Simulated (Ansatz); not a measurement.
Wanted: the native input for an Ansatz 0.2.0 run.

```yaml
Task: band structure
Functional: BLYP
Potentials_or_basis: Ansatz PAW
Cutoff: "420 eV (not typed: the program's choice for these potentials)"
k_mesh: 6 × 6 × 3
Occupations: fermi-dirac, width 0.05 eV
Spin: no spin polarisation
Path: "[[\"G\", \"Y\", \"F\", \"L\", \"I\"], [\"I1\", \"Z\", \"F1\"], [\"Y\", \"X1\"], [\"X\", \"G\", \"N\"], [\"M\", \"G\"]]"
Points_for_each_segment_of_the_path: 10
```

Crystal: TiO2.

```
CELL_PARAMETERS angstrom
6.15358 -1.88347 0.00000
6.15358 1.88347 0.00000
-1.92833 0.00000 6.32897
ATOMIC_POSITIONS crystal
Ti 0.90007 0.90007 0.28960
Ti 0.19529 0.19529 0.28376
Ti 0.09993 0.09993 0.71040
Ti 0.80471 0.80471 0.71624
O 0.36193 0.36193 0.29340
O 0.26349 0.26349 0.65250
O 0.86719 0.86719 0.99529
O 0.73651 0.73651 0.34750
O 0.94165 0.94165 0.63002
O 0.13281 0.13281 0.00471
O 0.63807 0.63807 0.70660
O 0.05835 0.05835 0.36998
```

The cell comes from a database or a generator and needn't be the stable form of this composition.

One way to write it, as run:

input.yaml

```yaml
crystal:
  lattice:
    - [6.1535771931, -1.8834685, 0.0]
    - [6.1535771931, 1.8834685, 0.0]
    - [-1.9283261078, 0.0, 6.3289668713]
  atoms:
    - { symbol: Ti, position: [0.900071, 0.900071, 0.289602] }
    - { symbol: Ti, position: [0.195286, 0.195286, 0.283762] }
    - { symbol: Ti, position: [0.099929, 0.099929, 0.710398] }
    - { symbol: Ti, position: [0.804714, 0.804714, 0.716238] }
    - { symbol: O, position: [0.361931, 0.361931, 0.293397] }
    - { symbol: O, position: [0.2634885, 0.2634885, 0.6525] }
    - { symbol: O, position: [0.8671885, 0.8671885, 0.995291] }
    - { symbol: O, position: [0.7365115, 0.7365115, 0.3475] }
    - { symbol: O, position: [0.9416475, 0.9416475, 0.630021] }
    - { symbol: O, position: [0.1328115, 0.1328115, 0.004709] }
    - { symbol: O, position: [0.638069, 0.638069, 0.706603] }
    - { symbol: O, position: [0.0583525, 0.0583525, 0.369979] }
hamiltonian:
  xc: blyp
  pseudopotentials: { kind: paw }
kpoints:
  mp_grid: { grid: [6, 6, 3] }
  band_path:
    path:
      - [[0.0, 0.0, 0.0], [0.5, 0.5, 1.0], [-0.9361180477, -0.9361180477, 2.1067149013], [0.5, 0.5, 0.5], [0.2894712774, 0.7105287226, 0.5]]
      - [[-0.2894712774, 0.2894712774, -0.5], [0.0, 0.0, -0.5], [1.9361180477, 1.9361180477, -1.1067149013]]
      - [[0.5, 0.5, 1.0], [0.3919103315, 0.6080896685, 1.0]]
      - [[-0.3919103315, 0.3919103315, 0.0], [0.0, 0.0, 0.0], [0.0, 0.5, 0.5]]
      - [[0.0, 0.5, 0.0], [0.0, 0.0, 0.0]]
    npoints: 10
scf:
  occupations: { method: fermi_dirac, width: 0.05 }
  n_extra_bands: 30
output:
  forces: true
  stress: true
  eigenvalues: true
  fatbands: false
```

Potentials or basis: Ansatz PAW.

Launch:

```console
$ ansatz run input.yaml --threads 4 --pin off --max-ram 11264MiB --backend cpu --events-out ev --progress --plain --runs-dir out
```

It gave:

```json
{"Pressure": "3.2 GPa", "Largest force": "0.239 eV/Å", "Band gap on the k mesh": "2.76 eV, indirect (least direct gap 2.91 eV)", "Band gap along the path": "2.72 eV, indirect (least direct gap 2.89 eV)"}
```

Caveat: the pressure holds a Pulay correction of +0.8 GPa for the finite cutoff; the PAW data sets come from PBE, with cores solved anew for the run's functional, which leaves a small shift of forces and pressure.

Run time: 12 s on 4 threads of Arm Neoverse V2 (shared host), peak memory 0.9 GiB.
